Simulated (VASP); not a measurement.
# SiC (Moissanite 3C) (F-43m) in VASP: further runs

The runs below take SiC (Moissanite 3C) through single point, with r2SCAN.

Everything below comes from runs of VASP 6.6.1. Logs are shortened: lines on timing, memory, paths and dates and some standing lists are left out, and cuts for length are marked.

## Step 1: Starting point

The structure is cubic, space group F-43m (No. 216). The conventional cell has a = 4.358 Å, b = 4.358 Å, c = 4.358 Å, α = 90.00°, β = 90.00°, γ = 90.00°. Around Si (site symmetry -43m) lie 4 C at 1.89 Å. C (site symmetry -43m) is surrounded by 4 Si at 1.89 Å.

## Step 2: Single point, r2SCAN

INCAR reads:

```
PREC     = Accurate       # precision mode
ENCUT    = 460            # plane-wave cutoff, eV
EDIFF    = 1E-7           # SCF threshold, eV
ISMEAR   = 0              # smearing method
SIGMA    = 0.05           # smearing width, eV
LREAL    = F              # projectors in reciprocal space
LASPH    = T              # aspherical terms in the spheres
NELM     = 100            # most SCF steps
ALGO     = Normal         # electronic algorithm
ISIF     = 2              # what is computed and relaxed
LWAVE    = F              # write WAVECAR
LCHARG   = F              # write CHGCAR
METAGGA  = R2SCAN         # meta-GGA
LMIXTAU  = T            
ADDGRID  = F
```

KPOINTS reads:

```
regular mesh
0
Gamma
  11 11 11
```

POSCAR reads:

```
SiC
1.0
    0.0000000000      2.1790000000      2.1790000000
    2.1790000000      0.0000000000      2.1790000000
    2.1790000000      2.1790000000      0.0000000000
Si C
1 1
Direct
    0.0000000000      0.0000000000      0.0000000000
    0.7500000000      0.7500000000      0.7500000000
```

Potentials or basis: VASP PAW PBE potentials, release 64 (Si, C).

Launch:

```console
cat potpaw_PBE.64/Si/POTCAR potpaw_PBE.64/C/POTCAR > POTCAR
mpirun -np 1 vasp_std > vasp.out
```

OUTCAR:

```text
PREC = Accurate
   ENCUT = 460
   EDIFF = 1E-7
   ISMEAR = 0
   LREAL = F
   LASPH = T
   NELM = 100
   ISIF = 2
   METAGGA = R2SCAN

 Found     56 irreducible k-points:

 Following reciprocal coordinates:
            Coordinates               Weight
  0.000000  0.000000  0.000000      1.000000
  0.090909  0.000000  0.000000      8.000000
  0.181818  0.000000  0.000000      8.000000
  0.272727  0.000000  0.000000      8.000000
  0.363636  0.000000  0.000000      8.000000
  0.454545  0.000000  0.000000      8.000000
   k-points           NKPTS =     56   k-points in BZ     NKDIM =     56   number of bands    NBANDS=      8
   number of dos      NEDOS =    301   number of ions     NIONS =      2
   total plane-waves  NPLWV =  13824
   dimension x,y,z NGX =    24 NGY =   24 NGZ =   24
   dimension x,y,z NGXF=    48 NGYF=   48 NGZF=   48
   ions per type =               1   1
   NGX,Y,Z   is equivalent  to a cutoff of  12.95, 12.95, 12.95 a.u.
   NGXF,Y,Z  is equivalent  to a cutoff of  25.90, 25.90, 25.90 a.u.
 SYSTEM =  unknown system
   PREC   = accura    normal or accurate (medium, high low for compatibility)
   ISTART =      0    job   : 0-new  1-cont  2-samecut
   ICHARG =      2    charge: 1-file 2-atom 10-const
   ISPIN  =      1    spin polarized calculation?
   LNONCOLLINEAR =      F non collinear calculations
   LSORBIT =      F    spin-orbit coupling
   LASPH  =      T    aspherical Exc in radial PAW
   ENCUT  =  460.0 eV  33.81 Ry    5.81 a.u.   5.39  5.39  5.39*2*pi/ulx,y,z
   NELM   =    100;   NELMIN=  2; NELMDL= -5     # of ELM steps
   EDIFF  = 0.1E-06   stopping-criterion for ELM
   LREAL  =      F    real-space projection
   EDIFFG = 0.1E-05   stopping-criterion for IOM
   NSW    =      0    number of steps for IOM
   IBRION =     -1    ionic relax: 0-MD 1-quasi-New 2-CG
   NFREE  =      0    steps in history (QN), initial steepest desc. (CG)
   ISIF   =      2    stress and relaxation
   ISYM   =      2    0-nonsym 1-usesym 2-fastsym
   POTIM  = 0.5000    time-step for ionic-motion
   TEBEG  =    0.0;   TEEND  =   0.0 temperature during run
   PSTRESS=    0.0 pullay stress
   NELECT =       8.0000    total number of electrons
   NUPDOWN=      -1.0000    fix difference up-down
   EMIN   =  10.00;   EMAX   =-10.00  energy-range for DOS
   EFERMI =   0.00;   METHOD = LEGACY
   ISMEAR =     0;   SIGMA  =   0.05  broadening in eV -4-tet -1-fermi 0-gaus
   EFERMI_NEDOS =   21; number of points for ismear=-14 and -15
   IALGO  =     38    algorithm
   IMIX   =      4    mixing-type and parameters
     AMIX     =   0.40;   BMIX     =  1.00
     AMIX_MAG =   1.60;   BMIX_MAG =  1.00
  volume/ion in A,a.u.               =      10.35        69.82
  Fermi-wavevector in a.u.,A,eV,Ry     =   1.192626  2.253736 19.352338  1.422357
  Thomas-Fermi vector in A             =   2.328660
   LORBIT       =      0    0 simple, 1 ext, 2 COOP (PROOUT), +10 PAW based schemes
   METAGGA = R2SCAN    functional components
   LHFCALC =     F    Hartree Fock is set to
   AEXX    =    0.0000 exact exchange contribution
   IVDW    =     0    specifies the selected vdW correction
   LEPSILON=     F    determine dielectric tensor
   LRPA    =     F    only Hartree local field effects (RPA)
 non-spin polarized calculation
 Gauss-broadening in eV      SIGMA  =   0.05
  energy-cutoff  :      460.00
  volume of cell :       20.69
 maximum number of plane-waves:       483
 NGX is ok and might be reduce to    24
   NGX = 11   NGY = 11   NGZ = 11

 number of electron       8.0000001 magnetization

 Free energy of the ion-electron system (eV)
  ---------------------------------------------------
  ext. energy  EPLUGINS =         0.00000000
  ---------------------------------------------------
  free energy    TOTEN  =       -19.32940212 eV

  energy without entropy =      -19.32940212  energy(sigma->0) =      -19.32940212

 E-fermi :   8.1898     XC(G=0): -11.9346

 val. band max:        7.9826537777   @ k =   0.0000   0.0000   0.0000
 cond. band min:       9.8092999050   @ k =   0.4545   0.4545   0.0000
 fundamental gap:      1.8266461273
 Fermi energy:         8.1897520515

 k-point     1 :       0.0000    0.0000    0.0000
  band No.  band energies     occupation
      1      -8.1975      2.00000
      2       7.9827      2.00000
      3       7.9827      2.00000
      4       7.9827      2.00000
      5      14.8159      0.00000
      6      15.8312      0.00000
      7      15.8312      0.00000
      8      15.8312      0.00000

 k-point     2 :       0.0909    0.0000    0.0000
  band No.  band energies     occupation
      1      -8.0301      2.00000
      2       7.0977      2.00000
      3       7.8655      2.00000
      4       7.8655      2.00000
      5      15.0651      0.00000
      6      16.0501      0.00000
      7      16.0501      0.00000
      8      16.0907      0.00000

 k-point     3 :       0.1818    0.0000    0.0000
  band No.  band energies     occupation
      1      -7.5346      2.00000
      2       5.1584      2.00000
      3       7.5843      2.00000
      4       7.5843      2.00000
      5      14.8382      0.00000
      6      16.4303      0.00000
      7      16.4303      0.00000
      8      17.2657      0.00000

 k-point     4 :       0.2727    0.0000    0.0000
  band No.  band energies     occupation
      1      -6.7366      2.00000
      2       2.9650      2.00000
      3       7.2716      2.00000
      4       7.2716      2.00000
      5      14.4474      0.00000
      6      16.4106      0.00000
      7      16.4106      0.00000
      8      18.3828      0.00000

 k-point     5 :       0.3636    0.0000    0.0000
  band No.  band energies     occupation
      1      -5.7124      2.00000
      2       0.9105      2.00000
      3       7.0247      2.00000
      4       7.0247      2.00000
      5      14.1475      0.00000
      6      16.0488      0.00000
      7      16.0488      0.00000
      8      18.8767      0.00000

 k-point     6 :       0.4545    0.0000    0.0000
  band No.  band energies     occupation
      1      -4.7524      2.00000
      2      -0.5884      2.00000
      3       6.8923      2.00000
      4       6.8923      2.00000
      5      13.9933      0.00000
      6      15.7715      0.00000
      7      15.7715      0.00000
      8      18.9399      0.00000

 [... further k-points ...]

------------------------ aborting loop because EDIFF is reached ----------------------------------------

  FORCE on cell =-STRESS in cart. coord.  units (eV):
  Direction    XX          YY          ZZ          XY          YZ          ZX
  --------------------------------------------------------------------------------------
  -------------------------------------------------------------------------------------
  Total       -0.0629817     -0.0629817     -0.0629817      0.0000000      0.0000000     -0.0000000
  in kB       -4.8766694     -4.8766694     -4.8766694      0.0000000      0.0000000     -0.0000000
  external PRESSURE =      -4.8766694 kB  Pullay stress =       0.0000000 kB

 VOLUME and BASIS-vectors are now :
 -----------------------------------------------------------------------------
  energy-cutoff  :      460.00
  volume of cell :       20.69
      direct lattice vectors                 reciprocal lattice vectors
     0.000000000  2.179000000  2.179000000    -0.229463056  0.229463056  0.229463056
     2.179000000  0.000000000  2.179000000     0.229463056 -0.229463056  0.229463056
     2.179000000  2.179000000  0.000000000     0.229463056  0.229463056 -0.229463056

 POSITION                                       TOTAL-FORCE (eV/Angst)
 -----------------------------------------------------------------------------------
      0.00000      0.00000      0.00000        -0.000000     -0.000000     -0.000000
      3.26850      3.26850      3.26850         0.000000      0.000000      0.000000
 -----------------------------------------------------------------------------------
    total drift:                                0.000001      0.000001      0.000001

  FREE ENERGIE OF THE ION-ELECTRON SYSTEM (eV)
  ---------------------------------------------------
  free  energy   TOTEN  =       -19.3294021180 eV

  energy  without entropy=      -19.3294021180  energy(sigma->0) =      -19.32940212
```

Run time: 18 s. Hardware: 1 thread of Intel Xeon 6975P-C (Granite Rapids), shared host; peak memory 0.14 GiB.

These settings aren't checked as converged: the numbers below hold their error.

What came out:

| Quantity | Value |
| --- | --- |
| Free energy | -19.3294 eV |
| Pressure | -0.5 GPa |
| Band gap on the k mesh | 1.83 eV, indirect (least direct gap 5.11 eV) |

Caveat: the cutoff is under 1.25 times the usual one of these potentials, so pressure, stress and relaxed cells hold a basis-set (Pulay) error; the PAW data sets were made with another functional, which shifts forces and pressure a little; an odd mesh through Γ misses points on the zone boundary, where band edges often lie.

## Step 3: Single point, r2SCAN

INCAR: that of step 2 with these lines changed.

```diff
@@ -3,3 +3,3 @@
 EDIFF    = 1E-7           # SCF threshold, eV
-ISMEAR   = 0              # smearing method
+ISMEAR   = -5             # smearing method
 SIGMA    = 0.05           # smearing width, eV
```

KPOINTS is that of step 2.

POSCAR is that of step 2.

Potentials or basis: VASP PAW PBE potentials, release 64 (Si, C).

Launch:

```console
cat potpaw_PBE.64/Si/POTCAR potpaw_PBE.64/C/POTCAR > POTCAR
mpirun -np 1 vasp_std > vasp.out
```

Wall time 19 s (1 thread of Intel Xeon 6975P-C (Granite Rapids), shared host); peak memory 0.14 GiB.

These settings aren't checked as converged: the numbers below hold their error.

What came out:

| Property | Result |
| --- | --- |
| Free energy | -19.3294 eV |
| Pressure | -0.5 GPa |
| Band gap on the k mesh | 1.83 eV, indirect (least direct gap 5.11 eV) |

Caveat: the cutoff is under 1.25 times the usual one of these potentials, so pressure, stress and relaxed cells hold a basis-set (Pulay) error; the PAW data sets were made with another functional, which shifts forces and pressure a little; an odd mesh through Γ misses points on the zone boundary, where band edges often lie.

## Step 4: Single point, r2SCAN

INCAR: that of step 3 with these lines changed.

```diff
@@ -1,5 +1,5 @@
-PREC     = Accurate       # precision mode
-ENCUT    = 460            # plane-wave cutoff, eV
+PREC     = Low            # precision mode
+ENCUT    = 520            # plane-wave cutoff, eV
 EDIFF    = 1E-7           # SCF threshold, eV
-ISMEAR   = -5             # smearing method
+ISMEAR   = 0              # smearing method
 SIGMA    = 0.05           # smearing width, eV
```

KPOINTS is that of step 3.

POSCAR is that of step 3.

Potentials or basis: VASP PAW PBE potentials, release 64 (Si, C).

Launch:

```console
cat potpaw_PBE.64/Si/POTCAR potpaw_PBE.64/C/POTCAR > POTCAR
mpirun -np 1 vasp_std > vasp.out
```

OUTCAR:

```text
PREC = Low
   ENCUT = 520
   EDIFF = 1E-7
   ISMEAR = 0
   LREAL = F
   LASPH = T
   NELM = 100
   ISIF = 2
   METAGGA = R2SCAN

 Found     56 irreducible k-points:

 Following reciprocal coordinates:
            Coordinates               Weight
  0.000000  0.000000  0.000000      1.000000
  0.090909  0.000000  0.000000      8.000000
  0.181818  0.000000  0.000000      8.000000
  0.272727  0.000000  0.000000      8.000000
  0.363636  0.000000  0.000000      8.000000
  0.454545  0.000000  0.000000      8.000000
   k-points           NKPTS =     56   k-points in BZ     NKDIM =     56   number of bands    NBANDS=      8
   number of dos      NEDOS =    301   number of ions     NIONS =      2
   total plane-waves  NPLWV =   5832
   dimension x,y,z NGX =    18 NGY =   18 NGZ =   18
   dimension x,y,z NGXF=    20 NGYF=   20 NGZF=   20
   ions per type =               1   1
   NGX,Y,Z   is equivalent  to a cutoff of   9.71,  9.71,  9.71 a.u.
   NGXF,Y,Z  is equivalent  to a cutoff of  10.79, 10.79, 10.79 a.u.
 SYSTEM =  unknown system
   PREC   = low       normal or accurate (medium, high low for compatibility)
   ISTART =      0    job   : 0-new  1-cont  2-samecut
   ICHARG =      2    charge: 1-file 2-atom 10-const
   ISPIN  =      1    spin polarized calculation?
   LNONCOLLINEAR =      F non collinear calculations
   LSORBIT =      F    spin-orbit coupling
   LASPH  =      T    aspherical Exc in radial PAW
[... 62 lines left out ...]
      3       7.9846      2.00000
      4       7.9846      2.00000
      5      14.8164      0.00000
      6      15.8325      0.00000
      7      15.8327      0.00000
      8      15.8327      0.00000
[... 45 lines left out ...]
 k-point     6 :       0.4545    0.0000    0.0000
  band No.  band energies     occupation
      1      -4.7500      2.00000
      2      -0.5864      2.00000
      3       6.8947      2.00000
      4       6.8949      2.00000
      5      13.9948      0.00000
      6      15.7719      0.00000
      7      15.7720      0.00000
      8      18.9373      0.00000

 [... further k-points ...]

------------------------ aborting loop because EDIFF is reached ----------------------------------------

  FORCE on cell =-STRESS in cart. coord.  units (eV):
  Direction    XX          YY          ZZ          XY          YZ          ZX
  --------------------------------------------------------------------------------------
  -------------------------------------------------------------------------------------
  Total       -0.0690146     -0.0690146     -0.0690146      0.0000000      0.0000000      0.0000000
  in kB       -5.3437978     -5.3437978     -5.3437978      0.0000000      0.0000000      0.0000000
  external PRESSURE =      -5.3437978 kB  Pullay stress =       0.0000000 kB

 VOLUME and BASIS-vectors are now :
 -----------------------------------------------------------------------------
  energy-cutoff  :      520.00
  volume of cell :       20.69
      direct lattice vectors                 reciprocal lattice vectors
     0.000000000  2.179000000  2.179000000    -0.229463056  0.229463056  0.229463056
     2.179000000  0.000000000  2.179000000     0.229463056 -0.229463056  0.229463056
     2.179000000  2.179000000  0.000000000     0.229463056  0.229463056 -0.229463056

 POSITION                                       TOTAL-FORCE (eV/Angst)
 -----------------------------------------------------------------------------------
      0.00000      0.00000      0.00000         0.000000      0.000000     -0.000000
      3.26850      3.26850      3.26850        -0.000000     -0.000000      0.000000
 -----------------------------------------------------------------------------------
    total drift:                                0.000205      0.000205      0.000188

  FREE ENERGIE OF THE ION-ELECTRON SYSTEM (eV)
  ---------------------------------------------------
  free  energy   TOTEN  =       -19.3256114349 eV

  energy  without entropy=      -19.3256114349  energy(sigma->0) =      -19.32561143
```

Run time: 18 s. Hardware: 1 thread of Intel Xeon 6975P-C (Granite Rapids), shared host; peak memory 0.11 GiB.

The run converged, but some of its settings lie outside the range that counts as converged, so its numbers aren't taken as properties of the crystal.

What came out:

```
Free energy            : -19.3256 eV
Pressure               : -0.5 GPa
Band gap on the k mesh : 1.82 eV, indirect (least direct gap 5.11 eV)
```

Caveat: the PAW data sets were made with another functional, which shifts forces and pressure a little; an odd mesh through Γ misses points on the zone boundary, where band edges often lie.

[end of part 1 of 2]
